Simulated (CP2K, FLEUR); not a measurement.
A FLEUR input for a self-consistent single point of NaBr (Fm-3m, 2 atoms in the cell) (DFT, LDA (Perdew-Zunger), all-electron FLAPW (FLEUR), scalar-relativistic valence):

Input of the input generator:

```
NaBr FLAPW
&input film=f /
-0.0000000000 5.6020968759 5.6020968759
5.6020968759 -0.0000000000 5.6020968759
5.6020968759 5.6020968759 -0.0000000000
1.0
1.0 1.0 1.0

2
11 0.0000000000 0.0000000000 0.0000000000
35 0.5000000000 0.5000000000 0.5000000000

&comp jspins=1 /
&exco xctyp='pz' /
&kpt div1=5 div2=5 div3=5 /
&end /
```

```xml
<?xml version="1.0" encoding="UTF-8" standalone="no"?>
<fleurInput fleurInputVersion="0.39">
   <comment>
      NaBr FLAPW                                                                                          
   </comment>
   <calculationSetup>
      <cutoffs Kmax="3.9" Gmax="15.6" GmaxXC="15.6" numbands="0"/>
      <scfLoop itmax="60" minDistance="0.00001" maxIterBroyd="15" imix="Anderson" alpha="0.05" precondParam="0.0" spinf="2.0"/>
      <coreElectrons ctail="T" frcor="F" kcrel="0" coretail_lmax="0"/>
      <xcFunctional name="pz" relativisticCorrections="F"/>
      <magnetism jspins="1"/>
      <soc l_soc="F" theta="0.0" phi="0.0" spav="F"/>
      <expertModes spex="0" secvar="F"/>
      <geometryOptimization l_f="T" forcealpha="1.0" forcemix="BFGS" epsdisp="0.00001" epsforce="0.00001"/>
      <ldaU l_linMix="F" mixParam="0.05" spinf="1.0"/>
   </calculationSetup>
   <cell>
      <bzIntegration valenceElectrons="16.0" mode="hist" fermiSmearingEnergy="0.00036749">
         <kPointListSelection listName="default-1"/>
         <!-- k-points included here -->
         <xi:include xmlns:xi="http://www.w3.org/2001/XInclude" href="kpts.xml"> </xi:include>
      </bzIntegration>
      <!-- symmetry operations included here -->
      <xi:include xmlns:xi="http://www.w3.org/2001/XInclude" href="sym.xml"> </xi:include>
      <bulkLattice scale="1.0">
         <bravaisMatrix>
            <row-1>    0.0000000000000000     5.6020968759000001     5.6020968759000001</row-1>
            <row-2>    5.6020968759000001     0.0000000000000000     5.6020968759000001</row-2>
            <row-3>    5.6020968759000001     5.6020968759000001     0.0000000000000000</row-3>
         </bravaisMatrix>
      </bulkLattice>
   </cell>
   <atomSpecies>
      <species name="Sodium (Na)" element="Na" atomicNumber="11">
         <mtSphere radius="2.07" gridPoints="715" logIncrement="0.016"/>
         <atomicCutoffs lmax="8" lnonsphr="6"/>
         <electronConfig flipSpins="F">
            <coreConfig>(1s1/2)</coreConfig>
            <valenceConfig>(2s1/2) (2p1/2) (2p3/2) (3s1/2)</valenceConfig>
            <stateOccupation state="(3s1/2)" spinUp="0.5" spinDown="0.5"/>
         </electronConfig>
         <energyParameters s="3" p="3" d="3" f="4"/>
         <lo type="SCLO" l="0" n="2" eDeriv="0"/>
         <lo type="SCLO" l="1" n="2" eDeriv="0"/>
      </species>
      <species name="Bromine (Br)" element="Br" atomicNumber="35">
         <mtSphere radius="2.68" gridPoints="925" logIncrement="0.014"/>
         <atomicCutoffs lmax="10" lnonsphr="8"/>
         <electronConfig flipSpins="F">
            <coreConfig>(1s1/2) (2s1/2) (2p1/2) (2p3/2) (3s1/2) (3p1/2) (3p3/2) (3d3/2) (3d5/2)</coreConfig>
            <valenceConfig>(4s1/2) (4p1/2) (4p3/2)</valenceConfig>
            <stateOccupation state="(4p1/2)" spinUp="0.8333333333333" spinDown="0.8333333333333"/>
            <stateOccupation state="(4p3/2)" spinUp="1.6666666666667" spinDown="1.6666666666667"/>
         </electronConfig>
         <energyParameters s="4" p="4" d="4" f="4"/>
      </species>
   </atomSpecies>
   <atomGroups>
      <atomGroup species="Sodium (Na)">
         <relPos label="                   1">.0000000000 .0000000000 .0000000000</relPos>
         <force calculate="T" relaxXYZ="TTT"/>
      </atomGroup>
      <atomGroup species="Bromine (Br)">
         <relPos label="                   2">1.000/2.000 1.000/2.000 1.000/2.000</relPos>
         <force calculate="T" relaxXYZ="TTT"/>
      </atomGroup>
   </atomGroups>
   <output dos="F" band="F" slice="F">
      <checks vchk="F" cdinf="F"/>
      <bandDOS minEnergy="-.5*Htr" maxEnergy="0.5*Htr" sigma="0.015" storeEVData="T"/>
      <vacuumDOS vacdos="F" integ="F" star="F" nstars="0" locx1="0.0" locy1="0.0" locx2="0.0" locy2="0.0" nstm="0" tworkf="0.0"/>
      <unfoldingBand unfoldBand="F" supercellX="1" supercellY="1" supercellZ="1"/>
      <plotting iplot="0" polar="F">
         <plot TwoD="T" vec1="  1.0  0.0  0.0" vec2="  0.0  1.0  0.0" vec3="  0.0  0.0  1.0" zero="  0.0  0.0  0.0" file="plot"/>
      </plotting>
      <chargeDensitySlicing numkpt="0" minEigenval="0.0" maxEigenval="0.0" nnne="0" pallst="F"/>
      <specialOutput eonly="F"/>
      <magneticCircularDichroism mcd="F" energyLo="-10.0" energyUp="0.0"/>
   </output>
  <!-- We include the file relax.xml here to enable relaxations (see documentation) -->
  <xi:include xmlns:xi="http://www.w3.org/2001/XInclude" href="relax.xml"> <xi:fallback/> </xi:include>
</fleurInput>
```

Question: Write the same calculation as an input for CP2K.

Answer: One input that does it (others would too):

```
&GLOBAL
  PROJECT nabr
  RUN_TYPE ENERGY_FORCE
  PRINT_LEVEL MEDIUM
&END GLOBAL
&FORCE_EVAL
  METHOD Quickstep
  STRESS_TENSOR ANALYTICAL
  &DFT
    BASIS_SET_FILE_NAME BASIS_MOLOPT
    POTENTIAL_FILE_NAME GTH_POTENTIALS
    &QS
      METHOD GPW
      EPS_DEFAULT 1E-10
    &END QS
    &MGRID
      CUTOFF 950
      REL_CUTOFF 40
      NGRIDS 5
    &END MGRID
    &SCF
      SCF_GUESS ATOMIC
      EPS_SCF 1E-7
      MAX_SCF 100
      ADDED_MOS 4
      &DIAGONALIZATION
        ALGORITHM STANDARD
      &END DIAGONALIZATION
      &MIXING
        METHOD BROYDEN_MIXING
        ALPHA 0.4
        NBUFFER 12
        BETA 1
      &END MIXING
      &SMEAR ON
        METHOD FERMI_DIRAC
        ELECTRONIC_TEMPERATURE [K] 116.05
      &END SMEAR
    &END SCF
    &KPOINTS
      SCHEME MONKHORST-PACK 5 5 5
    &END KPOINTS
    &XC
      &XC_FUNCTIONAL PADE
      &END XC_FUNCTIONAL
    &END XC
    &PRINT
      &MO
        EIGENVALUES T
        OCCUPATION_NUMBERS T
        NDIGITS 8
        FILENAME mo
        &EACH
          QS_SCF 0
        &END EACH
        ADD_LAST NUMERIC
      &END MO
      &MULLIKEN ON
      &END MULLIKEN
    &END PRINT
  &END DFT
  &SUBSYS
    &CELL
      A 4.19243900 0.00000000 0.00000000
      B 2.09621900 3.63075900 0.00000000
      C 2.09621900 1.21025300 3.42311200
      PERIODIC XYZ
    &END CELL
    &COORD
      SCALED
      Na       0.00000000     0.00000000     0.00000000
      Br       0.50000000     0.50000000     0.50000000
    &END COORD
    &KIND Na
      BASIS_SET DZVP-MOLOPT-SR-GTH
      POTENTIAL GTH-PADE-q9
    &END KIND
    &KIND Br
      BASIS_SET DZVP-MOLOPT-SR-GTH
      POTENTIAL GTH-PADE-q7
    &END KIND
  &END SUBSYS
  &PRINT
    &FORCES ON
    &END FORCES
    &STRESS_TENSOR ON
    &END STRESS_TENSOR
  &END PRINT
&END FORCE_EVAL
```

Basis settings and potentials, where a program has them, do not carry over. This input uses DFT LDA (Pade form), GPW, DZVP-MOLOPT-SR-GTH basis, GTH-PADE potentials (GTH_POTENTIALS). LDA parametrisations can differ slightly between programs. Both were run: gap on the mesh 3.983 eV in FLEUR and 3.895 in CP2K.

On FLEUR: the starting cell comes from a database of computed structures (which also holds hypothetical and non-ambient phases and stackings), without a prior relaxation at this level. Its lattice was rescaled by a random factor within 2.5 % of one. Values depend on the basis (sphere radii, cutoffs, local orbitals), which need not be converged.

On CP2K: the starting cell comes from a database of computed structures (which also holds hypothetical and non-ambient phases and stackings), without a prior relaxation at this level. Its lattice was rescaled by a random factor within 2.5 % of one. Values carry the incompleteness of an atom-centred basis.
